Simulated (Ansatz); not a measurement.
## Au under strain

Theory: DFT PBE, scalar-relativistic, plane waves, PAW (Ansatz). Settings: 420 eV cutoff, 18×18×12 k-mesh, Gaussian smearing of 0.10 eV, no spin polarisation.

Reference structure (relaxed):

```yaml
crystal:
  lattice:
    - [2.07895, 2.07895, 0.00000]
    - [-2.07895, 2.07895, 0.00000]
    - [0.00000, 0.00000, 4.15790]
  atoms:
    - { symbol: Au, position: [0.00000, 0.00000, 0.00000] }
    - { symbol: Au, position: [0.50000, 0.50000, 0.50000] }
```

Deformation: biaxial strain in the a-b plane, with the length and tilt of c and the atoms relaxed, all within the symmetry that the strain leaves. Energies are extrapolated to zero smearing. On this cell's mesh the reference holds a stress of up to 0.16 GPa.

Spin–orbit coupling is left out, which can shift energies with elements as heavy as these.

Question: Give the structure at +1.0 %.

Answer:
```yaml
crystal:
  lattice:
    - [2.09974, 2.09974, 0.00000]
    - [-2.09974, 2.09974, 0.00000]
    - [0.00000, 0.00000, 4.08234]
  atoms:
    - { symbol: Au, position: [0.00000, 0.00000, 0.00000] }
    - { symbol: Au, position: [0.50000, 0.50000, 0.50000] }
```
Space group I4/mmm (139), 0.0 meV/atom over the relaxed crystal.